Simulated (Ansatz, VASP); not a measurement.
Sn in VASP and in Ansatz

```xyz
1
Lattice="3.0013 0.0000 0.0000 0.0000 3.0013 0.0000 0.0000 0.0000 3.0013" Properties=species:S:1:pos:R:3 pbc="T T T"
Sn    0.0000    0.0000    0.0000
```

The cell was built by a generator and needn't be a form met in nature.

Alike in both runs: functional LDA; k mesh 10 × 10 × 10; occupations fermi-dirac, width 0.1 eV; no spin polarisation.

Ansatz relaxed the structure, and its values are those at the end. VASP's run is a single point on that final structure, the one shown.

```csv
,VASP,Ansatz
version,VASP 6.6.1,Ansatz 0.2.0
potentials or method,"VASP PAW LDA potentials, release 64 (Sn_d)","plane waves (420 eV) with PAW, scalar-relativistic"
plane-wave cutoff (eV),520,420
valence electrons in the cell,14,14
```

```csv
,VASP,Ansatz,Ansatz less VASP
pressure (GPa),0.0,0.0,-0.07
```

Ansatz warned: «pseudo_functional_mismatch».
